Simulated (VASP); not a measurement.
# Sb (Pm-3m) in VASP: a series of runs

Runs on Sb. Level: LDA. Tasks: single point, relaxation of cell and atoms.

Program: VASP 6.6.1. These are calculated values, not measurements. Logs are shortened: lines on timing, memory, paths and dates and some standing lists are left out, and cuts for length are marked.

## 1. The crystal as given

The structure is cubic, space group Pm-3m (No. 221). Conventional cell: a = 3.110 Å, b = 3.110 Å, c = 3.110 Å, α = 90.00°, β = 90.00°, γ = 90.00°. Sb (site symmetry m-3m) is surrounded by 6 Sb at 3.11 Å.

This isn't the form of Sb at room conditions, which is rhombohedral.

## 2. Single point, LDA (relaxed again under DFT LDA, scalar-relativistic, plane waves, PAW)

Input file INCAR:

```
PREC = Accurate
ENCUT = 520
EDIFF = 1E-6
ISMEAR = 0
SIGMA = 0.1
LREAL = False
LASPH = True
NELM = 60
ALGO = Normal
ISIF = 2
LWAVE = False
LCHARG = False
NBANDS = 8
```

Input file KPOINTS:

```
regular mesh
0
Gamma
  14 14 14
```

Input file POSCAR:

```
Sb
1.0
    3.0413942450      0.0000000000      0.0000000000
    0.0000000000      3.0413942450      0.0000000000
    0.0000000000      0.0000000000      3.0413942450
Sb
1
Direct
    0.0000000000      0.0000000000      0.0000000000
```

Potentials or basis: VASP PAW LDA potentials, release 64 (Sb).

Run with:

```
$ cat potpaw_LDA.64/Sb/POTCAR > POTCAR
$ mpirun -np 1 vasp_std > vasp.out
```

OUTCAR:

```text
PREC = Accurate
   ENCUT = 520
   EDIFF = 1E-6
   ISMEAR = 0
   LREAL = False
   LASPH = True
   NELM = 60
   ISIF = 2

 ion  position               nearest neighbor table
   1  0.000  0.000  0.000-

  LATTYP: Found a simple cubic cell.
 ALAT       =     3.0413942450

  Lattice vectors:

 A1 = (   3.0413942450,   0.0000000000,   0.0000000000)
 A2 = (   0.0000000000,   3.0413942450,   0.0000000000)
 A3 = (   0.0000000000,   0.0000000000,   3.0413942450)

Analysis of symmetry for initial positions (statically):
=====================================================================
 Subroutine PRICEL returns:
 Original cell was already a primitive cell.

 Routine SETGRP: Setting up the symmetry group for a
 simple cubic supercell.

 Subroutine GETGRP returns: Found 48 space group operations
 (whereof 48 operations were pure point group operations)
 out of a pool of 48 trial point group operations.

The static configuration has the point symmetry O_h .

Analysis of symmetry for dynamics (positions and initial velocities):
=====================================================================
 Subroutine PRICEL returns:
 Original cell was already a primitive cell.

 Routine SETGRP: Setting up the symmetry group for a
 simple cubic supercell.

 Subroutine GETGRP returns: Found 48 space group operations
 (whereof 48 operations were pure point group operations)
 out of a pool of 48 trial point group operations.

The dynamic configuration has the point symmetry O_h .

 Subroutine INISYM returns: Found 48 space group operations
 (whereof 48 operations are pure point group operations),
 and found     1 'primitive' translations

----------------------------------------------------------------------------------------

                                     Primitive cell

  volume of cell :      28.1331

  direct lattice vectors                    reciprocal lattice vectors
     3.041394245  0.000000000  0.000000000     0.328796571  0.000000000  0.000000000
     0.000000000  3.041394245  0.000000000     0.000000000  0.328796571  0.000000000
     0.000000000  0.000000000  3.041394245     0.000000000  0.000000000  0.328796571

  length of vectors
     3.041394245  3.041394245  3.041394245     0.328796571  0.328796571  0.328796571

  position of ions in fractional coordinates (direct lattice)
     0.000000000  0.000000000  0.000000000

  ion indices of the primitive-cell ions
   primitive index   ion index
                 1           1

----------------------------------------------------------------------------------------

 KPOINTS: regular mesh

Automatic generation of k-mesh.
 Grid dimensions read from file:
 generate k-points for:   14   14   14

 Generating k-lattice:

  Cartesian coordinates                     Fractional coordinates (reciprocal lattice)
     0.023485469  0.000000000  0.000000000     0.071428571  0.000000000  0.000000000
     0.000000000  0.023485469  0.000000000     0.000000000  0.071428571  0.000000000
     0.000000000  0.000000000  0.023485469     0.000000000  0.000000000  0.071428571

  Length of vectors
     0.023485469  0.023485469  0.023485469

  Shift w.r.t. Gamma in fractional coordinates (k-lattice)
     0.000000000  0.000000000  0.000000000

 Subroutine IBZKPT returns following result:
 ===========================================

 Found    120 irreducible k-points:

 Following reciprocal coordinates:
            Coordinates               Weight
  0.000000  0.000000  0.000000      1.000000
  0.071429  0.000000  0.000000      6.000000
  0.142857  0.000000  0.000000      6.000000
  0.214286  0.000000  0.000000      6.000000
  0.285714  0.000000  0.000000      6.000000
  0.357143  0.000000  0.000000      6.000000
[... 16 lines left out ...]
  0.285714  0.214286  0.000000     24.000000
  0.357143  0.214286  0.000000     24.000000
 [... further k-points ...]
   k-points           NKPTS =    120   k-points in BZ     NKDIM =    120   number of bands    NBANDS=      8
   number of dos      NEDOS =    301   number of ions     NIONS =      1
   total plane-waves  NPLWV =  13824
   dimension x,y,z NGX =    24 NGY =   24 NGZ =   24
   dimension x,y,z NGXF=    48 NGYF=   48 NGZF=   48
   ions per type =               1
   NGX,Y,Z   is equivalent  to a cutoff of  13.12, 13.12, 13.12 a.u.
   NGXF,Y,Z  is equivalent  to a cutoff of  26.24, 26.24, 26.24 a.u.
 SYSTEM =  unknown system
   PREC   = accura    normal or accurate (medium, high low for compatibility)
   ISTART =      0    job   : 0-new  1-cont  2-samecut
   ICHARG =      2    charge: 1-file 2-atom 10-const
   ISPIN  =      1    spin polarized calculation?
   LNONCOLLINEAR =      F non collinear calculations
   LSORBIT =      F    spin-orbit coupling
   LASPH  =      T    aspherical Exc in radial PAW
   ENCUT  =  520.0 eV  38.22 Ry    6.18 a.u.   5.65  5.65  5.65*2*pi/ulx,y,z
   NELM   =     60;   NELMIN=  2; NELMDL= -5     # of ELM steps
   EDIFF  = 0.1E-05   stopping-criterion for ELM
   LREAL  =      F    real-space projection
   EDIFFG = 0.1E-04   stopping-criterion for IOM
   NSW    =      0    number of steps for IOM
   IBRION =     -1    ionic relax: 0-MD 1-quasi-New 2-CG
   NFREE  =      0    steps in history (QN), initial steepest desc. (CG)
   ISIF   =      2    stress and relaxation
   ISYM   =      2    0-nonsym 1-usesym 2-fastsym
   POTIM  = 0.5000    time-step for ionic-motion
   TEBEG  =    0.0;   TEEND  =   0.0 temperature during run
   PSTRESS=    0.0 pullay stress
   NELECT =       5.0000    total number of electrons
   NUPDOWN=      -1.0000    fix difference up-down
   EMIN   =  10.00;   EMAX   =-10.00  energy-range for DOS
   EFERMI =   0.00;   METHOD = LEGACY
   ISMEAR =     0;   SIGMA  =   0.10  broadening in eV -4-tet -1-fermi 0-gaus
   EFERMI_NEDOS =   21; number of points for ismear=-14 and -15
   IALGO  =     38    algorithm
   IMIX   =      4    mixing-type and parameters
     AMIX     =   0.40;   BMIX     =  1.00
     AMIX_MAG =   1.60;   BMIX_MAG =  1.00
  volume/ion in A,a.u.               =      28.13       189.85
  Fermi-wavevector in a.u.,A,eV,Ry     =   0.920433  1.739366 11.526810  0.847197
  Thomas-Fermi vector in A             =   2.045738
   LORBIT       =      0    0 simple, 1 ext, 2 COOP (PROOUT), +10 PAW based schemes
   GGA     = CA    functional components
   LHFCALC =     F    Hartree Fock is set to
   AEXX    =    0.0000 exact exchange contribution
   IVDW    =     0    specifies the selected vdW correction
   LEPSILON=     F    determine dielectric tensor
   LRPA    =     F    only Hartree local field effects (RPA)
 non-spin polarized calculation
 Gauss-broadening in eV      SIGMA  =   0.10
  energy-cutoff  :      520.00
  volume of cell :       28.13
 maximum number of plane-waves:       772
 NGX is ok and might be reduce to    24
   NGX = 11   NGY = 11   NGZ = 11

 number of electron       4.9999999 magnetization

 Free energy of the ion-electron system (eV)
  ---------------------------------------------------
  ext. energy  EPLUGINS =         0.00000000
  ---------------------------------------------------
  free energy    TOTEN  =        -4.79481469 eV

  energy without entropy =       -4.79113139  energy(sigma->0) =       -4.79297304

 E-fermi :   7.7057     XC(G=0): -10.0466

 val. band max:        7.6925937461   @ k =   0.2143   0.2143   0.1429
 cond. band min:       7.7459575944   @ k =   0.5000   0.2857   0.2143
 fundamental gap:      0.0533638483
 Fermi energy:         7.7057119345

 k-point     1 :       0.0000    0.0000    0.0000
  band No.  band energies     occupation
      1      -5.1050      2.00000
      2      11.1378      0.00000
      3      11.1378      0.00000
      4      11.1378      0.00000
      5      14.7121      0.00000
      6      14.7121      0.00000
      7      16.3206      0.00000
      8      24.5497      0.00000

 k-point     2 :       0.0714    0.0000    0.0000
  band No.  band energies     occupation
      1      -5.0265      2.00000
      2      10.1409      0.00000
      3      11.2162      0.00000
      4      11.2162      0.00000
      5      14.7704      0.00000
      6      15.3304      0.00000
      7      16.8452      0.00000
      8      24.1122      0.00000

 k-point     3 :       0.1429    0.0000    0.0000
  band No.  band energies     occupation
      1      -4.7931      2.00000
      2       8.3488      0.00000
      3      11.4458      0.00000
      4      11.4458      0.00000
      5      14.9442      0.00000
      6      15.8442      0.00000
      7      18.5457      0.00000
      8      23.1711      0.00000

 k-point     4 :       0.2143    0.0000    0.0000
  band No.  band energies     occupation
      1      -4.4116      2.00000
      2       6.5107      2.00000
      3      11.8080      0.00000
      4      11.8080      0.00000
      5      15.2302      0.00000
      6      16.2401      0.00000
      7      20.6095      0.00000
      8      22.0880      0.00000

 k-point     5 :       0.2857    0.0000    0.0000
  band No.  band energies     occupation
      1      -3.8995      2.00000
      2       4.8043      2.00000
      3      12.2661      0.00000
      4      12.2661      0.00000
      5      15.6190      0.00000
      6      16.7178      0.00000
      7      21.0162      0.00000
      8      21.0162      0.00000
[... 177 lines left out ...]
 k-point    22 :       0.2143    0.2143    0.0000
  band No.  band energies     occupation
      1      -3.7172      2.00000
      2       6.9552      2.00000
      3       7.4165      1.99996
      4      12.4834      0.00000
      5      16.1680      0.00000
      6      17.6573      0.00000
      7      20.4440      0.00000
      8      21.7339      0.00000

 k-point    23 :       0.2857    0.2143    0.0000
  band No.  band energies     occupation
      1      -3.2037      2.00000
      2       5.4491      2.00000
      3       7.6923      1.14993
      4      12.9457      0.00000
      5      15.9074      0.00000
      6      16.9645      0.00000
      7      21.1217      0.00000
      8      21.4530      0.00000

 k-point    24 :       0.3571    0.2143    0.0000
  band No.  band energies     occupation
      1      -2.6032      2.00000
      2       3.9818      2.00000
      3       8.2133      0.00000
      4      13.4386      0.00000
      5      14.8320      0.00000
      6      17.3687      0.00000
      7      20.5309      0.00000
      8      20.8720      0.00000

 [... further k-points ...]

------------------------ aborting loop because EDIFF is reached ----------------------------------------

  FORCE on cell =-STRESS in cart. coord.  units (eV):
  Direction    XX          YY          ZZ          XY          YZ          ZX
  --------------------------------------------------------------------------------------
  -------------------------------------------------------------------------------------
  Total        0.0395260      0.0395260      0.0395260      0.0000000      0.0000000      0.0000000
  in kB        2.2509999      2.2509999      2.2509999      0.0000000      0.0000000      0.0000000
  external PRESSURE =       2.2509999 kB  Pullay stress =       0.0000000 kB

 VOLUME and BASIS-vectors are now :
 -----------------------------------------------------------------------------
  energy-cutoff  :      520.00
  volume of cell :       28.13
      direct lattice vectors                 reciprocal lattice vectors
     3.041394245  0.000000000  0.000000000     0.328796571  0.000000000  0.000000000
     0.000000000  3.041394245  0.000000000     0.000000000  0.328796571  0.000000000
     0.000000000  0.000000000  3.041394245     0.000000000  0.000000000  0.328796571

 POSITION                                       TOTAL-FORCE (eV/Angst)
 -----------------------------------------------------------------------------------
      0.00000      0.00000      0.00000         0.000000      0.000000      0.000000
 -----------------------------------------------------------------------------------
    total drift:                               -0.000000      0.000000      0.000000

  FREE ENERGIE OF THE ION-ELECTRON SYSTEM (eV)
  ---------------------------------------------------
  free  energy   TOTEN  =        -4.7948146923 eV

  energy  without entropy=       -4.7911313926  energy(sigma->0) =       -4.79297304
```

Run time: 4.7 s. Hardware: 1 thread of Intel Xeon 6975P-C (Granite Rapids), shared host; peak memory 0.14 GiB.

Results:

| Item | Value |
| --- | --- |
| Free energy | -4.7948 eV |
| Pressure | 0.2 GPa |
| Band gap on the k mesh | none (metal or under the smearing width) |

## 3. Relaxation of cell and atoms, LDA

Input file INCAR:

```
SYSTEM = Sb
ALGO     = Normal         ! electronic algorithm
EDIFF    = 1E-7           ! SCF threshold, eV
EDIFFG   = -0.005         ! ionic threshold
ENCUT    = 600            ! plane-wave cutoff, eV
GGA      = CA             ! functional
IBRION   = 2              ! ionic algorithm
ISIF     = 3              ! what is computed and relaxed
ISMEAR   = 0              ! smearing method
LASPH    = .True.         ! aspherical terms in the spheres
LCHARG   = .False.        ! write CHGCAR
LREAL    = .False.        ! projectors in reciprocal space
LWAVE    = .False.        ! write WAVECAR
NELM     = 80             ! most SCF steps
NSW      = 70             ! ionic steps
PREC     = Accurate       ! precision mode
SIGMA    = 0.1            ! smearing width, eV
```

Input file KPOINTS:

```
k-points
0
Gamma
  14 14 14
  0 0 0
```

Input file POSCAR:

```
Sb
1.0
    3.1104611990      0.0000000000      0.0000000000
    0.0000000000      3.1104611990      0.0000000000
    0.0000000000      0.0000000000      3.1104611990
Sb
1
Direct
    0.0000000000      0.0000000000      0.0000000000
```

Potentials or basis: VASP PAW LDA potentials, release 64 (Sb).

Run with:

```
$ cat potpaw_LDA.64/Sb/POTCAR > POTCAR
$ mpirun -np 1 vasp_std > vasp.out
```

Run time: 18 s. Hardware: 1 thread of Intel Xeon 6975P-C (Granite Rapids), shared host; peak memory 0.17 GiB.

It converged, with:

| Item | Value |
| --- | --- |
| Free energy | -4.7949 eV |
| Relaxed volume | 28.23 Å³/atom |
| Relaxed cell | a = 3.045 Å, b = 3.045 Å, c = 3.045 Å, α = 90.00°, β = 90.00°, γ = 90.00° |
| Space group after relaxing (to 0.05 Å) | Pm-3m (No. 221) |
| Energy gained by relaxing | 22.1 meV/atom |
| Ionic steps | 3 |
| Pressure after relaxing | 0.0 GPa |
| Band gap on the k mesh | none (metal or under the smearing width) |

The path:
```csv
step,energy change (eV),largest force (eV/Å),pressure (GPa),volume (Å³)
1,0.0000,0.0000,-3.58,30.09
2,-0.0149,0.0000,2.44,27.26
3,-0.0221,0.0000,-0.01,28.23
```

Final structure:
```cif
data_structure
_symmetry_space_group_name_H-M 'P 1'
_symmetry_Int_Tables_number 1
_cell_length_a 3.0449
_cell_length_b 3.0449
_cell_length_c 3.0449
_cell_angle_alpha 90.000
_cell_angle_beta 90.000
_cell_angle_gamma 90.000
_cell_volume 28.23
loop_
_atom_site_label
_atom_site_type_symbol
_atom_site_fract_x
_atom_site_fract_y
_atom_site_fract_z
_atom_site_occupancy
Sb1 Sb 0.00000 0.00000 0.00000 1
```

Levels at points of the mesh, in eV from the Fermi level:
```
           k point  band 1  band 2  band 3  band 4  band 5  band 6
(0.00, 0.00, 0.00)  -12.78    3.42    3.42    3.42    7.00    7.00
(0.50, 0.00, 0.00)  -10.17   -5.89    5.59    5.59    9.06   10.77
(0.50, 0.50, 0.00)   -7.38   -3.71   -3.71    2.05    7.82   12.91
(0.50, 0.50, 0.50)   -4.25   -1.66   -1.66   -1.66    4.83    4.83
```

Spin-orbit coupling is left out, which matters for the levels of Sb. LDA usually gives volumes a few per cent too small.
